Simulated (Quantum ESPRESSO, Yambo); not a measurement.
# Quasiparticle gap of BeTe (F-43m) in Yambo, part 3 of 3

Wanted: ground state, empty states, screening and self-energy for BeTe (F-43m).

Quantum ESPRESSO 7.5 and Yambo 5.3.0; PBE and many-body steps on it, plane waves. Known limits of the many-body steps: not at the basis limit; no spin-orbit coupling; coarse k mesh.

So far. Step 3 (Bands along the symmetry lines): The gap is 1.863 eV, as in the run before at this level. Step 4 (Empty states on the mesh, 4×4×4 mesh, 515 bands): On this mesh the gap is 1.863 eV.

The database entry behind the starting cell differs from later determinations by our own check (an axis about 1.5 % short against later determinations), so it need not match the best structure at ambient conditions.

## 6. Screening and self-energy, 4×4×4 mesh, 515 bands, screening to 353.7 eV

Now the one-shot GW correction: screening in the RPA, then the self-energy of the levels asked for.

This step: G0W0 on PBE, plane waves, norm-conserving pseudopotentials.

The input, gw3.in:

```
HF_and_locXC
gw0
dyson
ppa
em1d
rim_cut
RandQpts= 1000000
RandGvec= 1 RL
EXXRLvcs= 88 Ry
VXCRLvcs= 352 Ry
Chimod= "HARTREE"
% BndsRnXp
 1 | 515 |
%
NGsBlkXp= 26 Ry
% LongDrXp
 1 | 1 | 1 |
%
% GbndRnge
 1 | 515 |
%
DysSolver= "n"
ExtendOut
PPAPntXp= 27.21138 eV
% QPkrange
 1 | 1 | 13 | 16 |
 7 | 7 | 13 | 16 |
%
```

Run with:

```console
OMP_NUM_THREADS=1 mpirun -n 4 yambo -F gw3.in -J gw3 -C gw3 > gw3.log
```

The program printed:

```text
 Yambo, version 5.3.0

 [02] CORE Variables Setup
 =========================

  [... cell, symmetries and grids as in the set-up ...]

  [02.05] Energies & Occupations
  ==============================

  [X] === General ===
  [X] Electronic Temperature                        :  0.000000  0.000000 [eV K]
  [X] Bosonic    Temperature                        :  0.000000  0.000000 [eV K]
  [X] Finite Temperature mode                       : no
  [X] El. density                                   :  0.65870E+24 [cm-3]
  [X] Fermi Level                                   :  9.426233 [eV]

  [X] === Gaps and Widths ===
  [X] Conduction Band Min                           :  1.863269 [eV]
  [X] Valence Band Max                              :  0.000000 [eV]
  [X] Filled Bands                                  :  14
  [X] Empty Bands                                   :    15   515
  [X] Direct Gap                                    :  3.590531 [eV]
  [X] Direct Gap localized at k                     :  1
  [X] Indirect Gap                                  :  1.863269 [eV]
  [X] Indirect Gap between kpts                     :   1   7
  [X] Last valence band width                       :  3.442439 [eV]
  [X] 1st conduction band width                     :  3.467501 [eV]

 [03] Transferred momenta grid and indexing
 ==========================================

 IBZ Q-points                                      :   8
 BZ  Q-points                                      :   64

 K/Q-points units:
 rlu = crystal or reduced units; cc = cartesian coordinates; iku = interal k-units

 Q [1]          [rlu]:  0.000000  0.000000  0.000000
 Q [2]          [rlu]: -0.61447E-17 -0.61447E-17  0.25000
 Q [3]          [rlu]:  0.12289E-16  0.12289E-16 -0.50000
 Q [4]          [rlu]:  0.22146E-16  0.25000      0.25000
 Q [5]          [rlu]: -0.24636E-16  0.25000      0.50000
 Q [6]          [rlu]:  0.12289E-16  0.25000     -0.25000
 Q [7]          [rlu]: -0.44291E-16 -0.50000     -0.50000
 Q [8]          [rlu]:  0.250000 -0.500000 -0.250000

 [04] Coloumb potential Random Integration (RIM)
 ===============================================

  [04.01] RIM initialization
  ==========================

  * Diagonal components only detected *

  8 x (sBL volume)        :  0.108090 [a.u.]
  sBZ random points       :  1000000
  Points outside the sBZ  :   7987327
  RL volume               :  0.864716 [a.u.]
  Integrated volume       :  0.866088 [a.u.]

  [04.02] RIM integrals
  =====================

  Gamma point sphere radius             :  0.086406 [a.u.]
  Points outside the sphere             :   799513
  [Int_sBZ(q=0) 1/q^2]*(Vol_sBZ)^(-1/3) =:  7.764325
                                 should be <:  7.795600

  Summary of Coulomb integrals for non-metallic bands |Q|[au] RIM/Bare

  Q [1] 0.100000E-4 0.995988 * Q [2] 0.259879 1.065884
  Q [4] 0.300083 1.064810 * Q [6] 0.424381 1.027704
  Q [5] 0.497631 1.020409 * Q [3] 0.519759 1.018308
  Q [7] 0.600166 1.014905 * Q [8] 0.671006 1.011860

 [05] Dipoles
 ============

  [05.01] Setup: observables and procedures
  =========================================

 [06] Dynamic Dielectric Matrix (PPA)
 ====================================

 [WR./gw3//ndb.pp]---------------------------------------------------------------
  Brillouin Zone Q/K grids (IBZ/BZ)                :    8   64    8   64
  RL vectors                                       :   4909 [WF]
  Coulomb cutoff potential                         : none
  Electronic Temperature                           :  0.000000 [K]
  Bosonic    Temperature                           :  0.000000 [K]
  PPA    diel. fun.  energies                      : Perdew, Burke & Ernzerhof(X)+Perdew, Burke & Ernzerhof(C)
  wavefunctions                                    : Perdew, Burke & Ernzerhof(X)+Perdew, Burke & Ernzerhof(C)
  Global Gauge                                     : length
  X matrix size                                    :   701
  X band range                                     :     1   515
  X e/h energy range                               : -1.000000 -1.000000 [eV]
  X Time ordering                                  : R
  X Hxc Kernel                                     : HARTREE
  X Drude frequency                                :  0.000000  0.000000
  X poles                                          :  100.0000 [o/o]
  RL vectors in the sum                            :   4909
  [r,Vnl] included                                 : yes
  Field direction                                  :  0.577350E-5  0.577350E-5  0.577350E-5
  BZ energy Double Grid                            : no
  BZ energy DbGd points                            : 0
  BZ Q point size factor                           : -1.000000
  X Optical Averaged directions                    : none

 [07] Local Exchange-Correlation + Non-Local Fock
 ================================================

 [VXC] Plane waves :   31951
 [EXS] Plane waves :   4111

 QP @ state[ 1 ] K range:  1  1
 QP @ state[ 1 ] b range:  13  16
 QP @ state[ 2 ] K range:   7   7
 QP @ state[ 2 ] b range:  13  16

 [xc] Functional : Perdew, Burke & Ernzerhof(X)+Perdew, Burke & Ernzerhof(C)
 [xc] LIBXC used to calculate xc functional
  PP Number of Atomic Species                      :  2
  NLCC RL compoments                               :   31951
  PP Number of Atomic Species                      :  2
  NLCC RL compoments                               :   31951

 [xc] E_xc :  -22.89162 [Ha]
      E_xc :  -45.78324 [Ry]

  Local XC kind (lXC) : Perdew, Burke & Ernzerhof(X)+Perdew, Burke & Ernzerhof(C)
  Non-Local XC kind (nlXC) : Hartree-Fock

  Corrections @ K [1] :  [eV]
 <13|nlXC|13> = -15.26186  0.28052E-17 <13|lXC|13> = -13.56043  0.18882E-15
 <14|nlXC|14> = -15.26184  0.52186E-17 <14|lXC|14> = -13.56043 -0.18882E-15
 <15|nlXC|15> = -6.180801  0.12068E-17 <15|lXC|15> = -10.71164 -0.18882E-15
 <16|nlXC|16> = -6.180477  0.30969E-17 <16|lXC|16> = -10.71164 -0.94434E-16

  Corrections @ K [7] :  [eV]
 <13|nlXC|13> = -14.82236 -0.99391E-17 <13|lXC|13> = -12.03900  0.47204E-16
 <14|nlXC|14> = -14.82238  0.10482E-16 <14|lXC|14> = -12.03900 -0.16876E-20
 <15|nlXC|15> = -5.350428 -0.21803E-17 <15|lXC|15> = -9.219037  0.11801E-16
 <16|nlXC|16> = -5.993243 -0.51366E-17 <16|lXC|16> = -10.01849  0.94443E-16

 [08] Dyson equation: Newton solver
 ==================================

  [08.01] G0W0 (W PPA)
  ====================

  [  GW  ] Bands range     :     1   515
  [GW/PPA] G damping       :  0.100000 [eV]

  QP @ state[ 1 ] K range:  1  1
  QP @ state[ 1 ] b range:  13  16
  QP @ state[ 2 ] K range:   7   7
  QP @ state[ 2 ] b range:  13  16

   Sc/G bands                                       :     1   515
   Sc/G damping                                     :  0.100000 ev
   Sc bands terminator                              : no
   Sx RL components                                 :   4111

   QP @ state[ 1 ] K range                          :  1  1
   QP @ state[ 1 ] b range                          :  13  16
   QP @ state[ 2 ] K range                          :   7   7
   QP @ state[ 2 ] b range                          :  13  16
   GF energies kind                                 : Perdew, Burke & Ernzerhof(X)+Perdew, Burke & Ernzerhof(C)
   GF WF`s kind                                     : Perdew, Burke & Ernzerhof(X)+Perdew, Burke & Ernzerhof(C)
   Xs energies kind                                 : Perdew, Burke & Ernzerhof(X)+Perdew, Burke & Ernzerhof(C)
   Xs WF`s kind                                     : Perdew, Burke & Ernzerhof(X)+Perdew, Burke & Ernzerhof(C)

 [11] Game Over & Game summary
```

The job ended after 39 min (4 MPI ranks of Arm Neoverse V1, shared host; peak memory 2.9 GiB).

Numbers from this step:

* G0W0 gap on the points computed: 2.766 eV
* starting gap on the mesh: 1.863 eV
* k of the valence top: 0, 0, 0
* k of the conduction bottom: 0, -0.5, -0.5
* least direct G0W0 gap on the computed points: 4.720 eV
* Z at the valence top: 0.8071
* Z at the conduction bottom: 0.8196

The gap on the mesh goes from 1.86 eV to 2.77 eV, a correction of +0.90 eV.

Limits: finite bands, cutoff and mesh; no spin-orbit coupling; coarse k mesh. v1 is the top filled band, c1 the lowest empty one. The levels before and after the correction (eV, zero at the valence-band top of each column):

|  | conduction bottom | valence top |
| --- | --- | --- |
| Kohn-Sham | 1.86 | 0.00 |
| G0W0 | 2.77 | 0.00 |

|  | level | energy (eV) |
| --- | --- | --- |
| Kohn-Sham | Γ v2-v1 | 0.000 |
| Kohn-Sham | Γ c1-c2 | 3.591 |
| Kohn-Sham | (0 -0.5 -0.5) v2-v1 | -2.828 |
| Kohn-Sham | (0 -0.5 -0.5) c1 | 1.863 |
| Kohn-Sham | (0 -0.5 -0.5) c2 | 2.620 |
| G0W0 | Γ v2-v1 | 0.000 |
| G0W0 | Γ c1-c2 | 4.720 |
| G0W0 | (0 -0.5 -0.5) v2-v1 | -2.962 |
| G0W0 | (0 -0.5 -0.5) c1 | 2.766 |
| G0W0 | (0 -0.5 -0.5) c2 | 3.612 |

## 7. Where the time went

Times are wall times on the hardware named with each run, good to a factor of about two.

| step | time | share | memory (GiB) |
| --- | --- | --- | --- |
| ground state | 6.5 s | 0 % | 0.27 |
| bands along the symmetry lines | 5.2 s | 0 % | 0.23 |
| empty states on the mesh | 83 s | 3 % | 1.0 |
| conversion and set-up | 2.7 s | 0 % | 0.25 |
| screening and self-energy | 39 min | 96 % | 2.9 |

## 8. Results

| Quantity | Value |
| --- | --- |
| PBE gap | 1.86 eV, indirect |
| G0W0 gap on the mesh | 2.77 eV |
| GW settings | 4×4×4 mesh, 515 bands, screening to 353.7 eV, Godby-Needs plasmon pole |
| known limits | not at the basis limit; no spin-orbit coupling; coarse k mesh |

**Reading.** G0W0 moves the gap on the mesh from 1.86 eV to 2.77 eV (+0.90 eV), with Z of 0.81 and 0.82 at the edges. Only 2 of the mesh's irreducible points were corrected, so a valley elsewhere could overtake. The dearest step here is «screening and self-energy». Bands and cutoff are finite, so the gap is not at the basis limit. The miss can reach some tenths of an eV and take either sign; the mesh is an error of its own. In the G0W0 run levels were corrected at 2 k points alone, so a gap called «on the mesh» is the least over those, and an edge elsewhere would be missed. The 4×4×4 mesh is coarse for this cell, which bears on the long-range parts of exchange and screening. The many-body steps are scalar-relativistic: spin-orbit coupling is not in them.

[Paths, hosts, dates, memory and timing lines, banners, echoed tables and standing remarks are left out of the program output.]

[Logs are printed without paths, hosts, clocks, repeated set-up lines and the standing remarks that a program may print on its own settings, such as how far it seeks lower states.]

[Runs of the session that timed out or met a known fault of the program may be left out.]

[Hosts, paths, dates, database ids (printed as entryN), source tags and the programs' standing remarks are cut or masked in the printed files.]
